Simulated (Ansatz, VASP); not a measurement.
## One calculation of Li, two programs

```
CELL_PARAMETERS angstrom
2.88375 -1.90594 0.00000
2.88375 1.90594 0.00000
0.00000 0.00000 7.77481
ATOMIC_POSITIONS crystal
Li 0.85000 0.15000 0.11700
Li 0.65000 0.35000 0.61700
Li 0.15000 0.85000 0.88300
Li 0.35000 0.65000 0.38300
```

Alike in both runs: task relaxation of cell and atoms; functional PBE; k mesh 6 × 6 × 2; occupations gaussian, width 0.1 eV; no spin polarisation.

|  | VASP | Ansatz |
| --- | --- | --- |
| version | VASP 6.6.1 | Ansatz 0.2.0 |
| potentials or method | VASP PAW PBE potentials, release 64 (Li_sv) | scalar-relativistic, plane waves, PAW |
| plane-wave cutoff (eV) | 600 | 420 |
| valence electrons in the cell | 12 | 12 |

Ansatz gave:

| Quantity | Value |
| --- | --- |
| gap on the k mesh at the Fermi level, each at its own relaxed structure (eV) | none |
| relaxed volume (Å³/atom) | 19.96 |
| relaxed cell length with the largest relative difference (Å) | 7.812 |
| energy change over the relaxation (meV/atom) | -227 |

Which values does VASP return?

gap on the k mesh at the Fermi level, each at its own relaxed structure (eV): none; relaxed volume (Å³/atom): 19.87; relaxed cell length with the largest relative difference (Å): 9.370; energy change over the relaxation (meV/atom): -203.

A gap of «none» marks a metal or a gap that the smearing closes. One of these differences is far larger than is usual between the two programs; its cause wasn't traced.

Caveats: the k mesh is coarse (spacing up to 0.40 Å⁻¹), so the values aren't converged; the cutoff is under 1.25 times the usual one of these potentials, so pressure, stress and relaxed cells hold a basis-set (Pulay) error (VASP).
